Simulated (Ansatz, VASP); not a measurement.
# PtSe2 (Sudovikovite): VASP beside Ansatz

```
Pt Se
1.0
     3.72400    0.00000    0.00000
    -1.86200    3.22508    0.00000
     0.00000    0.00000    5.06200
Pt Se
1 2
Direct
  0.00000 0.00000 0.00000
  0.66667 0.33333 0.75000
  0.33333 0.66667 0.25000
```

Alike in both runs: task single point; functional RPBE; k mesh 8 × 8 × 5; occupations fermi-dirac, width 0.05 eV; no spin polarisation.

```csv
,VASP,Ansatz
version,VASP 6.6.1,Ansatz 0.2.0
potentials or method,"VASP PAW PBE potentials, release 64 (Pt, Se)",Ansatz PAW
plane-wave cutoff (eV),520,420
valence electrons in the cell,22,50
```

Ansatz gave:

```
gap on the k mesh at the Fermi level (eV)       : none
pressure (GPa)                                  : 9.8
largest component of the traceless stress (GPa) : 1.23
rms of the force components (eV/Å)              : 0.302
```

Problem. What did VASP give for the same quantities?

Solution. gap on the k mesh at the Fermi level (eV): none; pressure (GPa): 9.8; largest component of the traceless stress (GPa): 1.23; rms of the force components (eV/Å): 0.303.

Atom by atom the forces differ by 0.001 eV/Å (rms over components). A gap of «none» marks a metal or a gap that the smearing closes. The two sets of potentials don't hold the same shells in valence.

Caveats: the PAW data sets were made with another functional, which shifts forces and pressure a little (VASP); the PAW data sets come from PBE, with cores solved anew for the run's functional, which leaves a small shift of forces and pressure (Ansatz). Spin-orbit coupling is left out, which matters for the levels of Pt.
